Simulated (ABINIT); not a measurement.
NiO:

```xyz
2
Lattice="0.0000 2.0859 2.0859 2.0859 0.0000 2.0859 2.0859 2.0859 0.0000" Properties=species:S:1:pos:R:3 pbc="T T T"
Ni    0.0000    0.0000    0.0000
O     2.0859    2.0859    2.0859
```

Base run:

```yaml
Program: ABINIT 10.8.3 (patched build)
Functional: PBEsol
Potentials_or_basis: PseudoDojo NC SR PBEsol v0.4.1 standard
Cutoff: 1225 eV
k_mesh: 8 × 8 × 8
Occupations: fermi-dirac, width 0.05 eV
Spin: collinear spin, ferromagnetic start
Starting_moments: "[1.0, 0.0] μB"
```

Its results: pressure -6.2 GPa; net moment 1.69 μB per cell.

The run is repeated on the same cell with these changes: k mesh from 8 × 8 × 8 to 8 × 8 × 8, with 4 shifts. What comes out?

Pressure -13.2 GPa; net moment 0.00 μB per cell.

Caveats: small starting moments can end in a higher magnetic state in this program; a cell with one magnetic atom can't hold antiferromagnetic order, which such compounds often take (some runs).

Not every run made on this cell is shown here.
